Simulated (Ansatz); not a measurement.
Runs of Ansatz 0.2.0 on CuI (Marshite). It takes space group F-43m (No. 216, cubic). The conventional cell has a = 6.063 Å, b = 6.063 Å, c = 6.063 Å, α = 90.00°, β = 90.00°, γ = 90.00°. I (site symmetry -43m) has 4 Cu at 2.63 Å as nearest neighbours. Around Cu (site symmetry -43m) lie 4 I at 2.63 Å. 

```csv
task,level,cell,k mesh,cutoff (eV),gap on the mesh (eV),pressure (GPa),relaxed volume (Å³/atom)
band structure,LDA,as given,8 × 8 × 8,283,0.94,-4.4,-
relaxation of cell and atoms,PBEsol+D4,relaxed,8 × 8 × 8,-,1.24,0.0,(a)
phonons,LDA,as given,6 × 6 × 6,305,0.94,-,-
relaxation of cell and atoms,RPBE+D4,relaxed,8 × 8 × 8,-,(b),0.0,26.35
elastic constants,PBEsol,as given,6 × 6 × 6,305,1.01,-2.6,-
```

Alike in all rows: potentials or basis all-electron LAPW, scalar-relativistic; no spin polarisation; smearing fermi-dirac 0.05 eV; basis error allowed 0.001 eV/atom.

Fill in the values left out.

(a) 25.56; (b) 1.41.

Caveats: spin-orbit coupling is left out, which moves the levels of the heavy elements.

A k mesh can miss the band edges, and the runs leave out spin-orbit coupling on I.

Runs at the PBE level aren't shown here.
